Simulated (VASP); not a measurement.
Here is a VASP 6.6.1 calculation.

File INCAR:

```
PREC = Accurate
ENCUT = 520
EDIFF = 1E-6
ISMEAR = -1
SIGMA = 0.05
LREAL = F
LASPH = T
NELM = 80
ALGO = Normal
ISIF = 2
LWAVE = F
LCHARG = F
METAGGA = LAK
LMIXTAU = T
NBANDS = 26
```

Contents of KPOINTS:

```
Automatic mesh
0
Gamma
  9 9 5
```

POSCAR

```
ZnO
1.0
    3.2493080000      0.0000000000      0.0000000000
   -1.6246540000      2.8139832727      0.0000000000
    0.0000000000      0.0000000000      5.2057090000
Zn O
2 2
Direct
    0.6666666667      0.3333333333      0.0000000000
    0.3333333333      0.6666666667      0.5000000000
    0.3333333333      0.6666666667      0.8790100000
    0.6666666667      0.3333333333      0.3790100000
```

Contents of KPOINTS_OPT:

```
path GMKGALHA,LM,KH
20
line-mode
reciprocal
 0.0000000000  0.0000000000  0.0000000000  G
 0.5000000000  0.0000000000  0.0000000000  M

 0.5000000000  0.0000000000  0.0000000000  M
 0.3333333333  0.3333333333  0.0000000000  K

 0.3333333333  0.3333333333  0.0000000000  K
 0.0000000000  0.0000000000  0.0000000000  G

 0.0000000000  0.0000000000  0.0000000000  G
 0.0000000000  0.0000000000  0.5000000000  A

 0.0000000000  0.0000000000  0.5000000000  A
 0.5000000000  0.0000000000  0.5000000000  L

 0.5000000000  0.0000000000  0.5000000000  L
 0.3333333333  0.3333333333  0.5000000000  H

 0.3333333333  0.3333333333  0.5000000000  H
 0.0000000000  0.0000000000  0.5000000000  A

 0.5000000000  0.0000000000  0.5000000000  L
 0.5000000000  0.0000000000  0.0000000000  M

 0.3333333333  0.3333333333  0.0000000000  K
 0.3333333333  0.3333333333  0.5000000000  H
```

Potentials or basis: VASP PAW PBE potentials, release 64 (Zn, O).

Launch:

```bash
$ cat potpaw_PBE.64/Zn/POTCAR potpaw_PBE.64/O/POTCAR > POTCAR
$ mpirun -np 1 vasp_std > vasp.out
```

Q: What does it give for the largest force?

A: 0.137 eV/Å.

Q: What does it give for the band gap on the k mesh?

A: 1.47 eV, direct.

Levels at the corners of the path, in eV from the valence-band top:
```
point  band 16  band 17  band 18  band 19  band 20  band 21
    Γ    -0.08     0.00     0.00     1.47     6.10     9.14
    M    -2.31    -1.27    -0.84     6.66     7.60     8.38
    M    -2.31    -1.27    -0.84     6.66     7.60     8.38
    K    -1.91    -1.91    -1.70     8.39     8.68     8.68
    K    -1.91    -1.91    -1.70     8.39     8.68     8.68
    Γ    -0.08     0.00     0.00     1.47     6.10     9.14
    Γ    -0.08     0.00     0.00     1.47     6.10     9.14
    A    -0.41    -0.41    -0.41     4.15     4.15    11.13
    A    -0.41    -0.41    -0.41     4.15     4.15    11.13
    L    -1.53    -1.37    -1.37     6.52     6.52     9.42
    L    -1.53    -1.37    -1.37     6.52     6.52     9.42
    H    -2.66    -1.25    -1.25     8.75     8.75     9.00
    H    -2.66    -1.25    -1.25     8.75     8.75     9.00
    A    -0.41    -0.41    -0.41     4.15     4.15    11.13
    L    -1.53    -1.37    -1.37     6.52     6.52     9.42
    M    -2.31    -1.27    -0.84     6.66     7.60     8.38
    K    -1.91    -1.91    -1.70     8.39     8.68     8.68
    H    -2.66    -1.25    -1.25     8.75     8.75     9.00
```

Caveat: the PAW data sets were made with another functional, which shifts forces and pressure a little.

**Experimental background.**

“Electronic structure of alkaline earth and post-transition metal oxides”, 2009, arxiv:0908.1581 quotes, for a bulk crystal of ZnO: band gap 3.37 eV.

A measured gap of ZnO is 3.37 eV (quoted in “Electronic structure of alkaline earth and post-transition metal oxides”, 2009, arxiv:0908.1581); the calculated 1.47 eV misses it by -1.90 eV. So large a miss can be the level of theory's own, or it may mean another phase, state or a wrong row. The value is that of LAK, without temperature or zero-point motion.
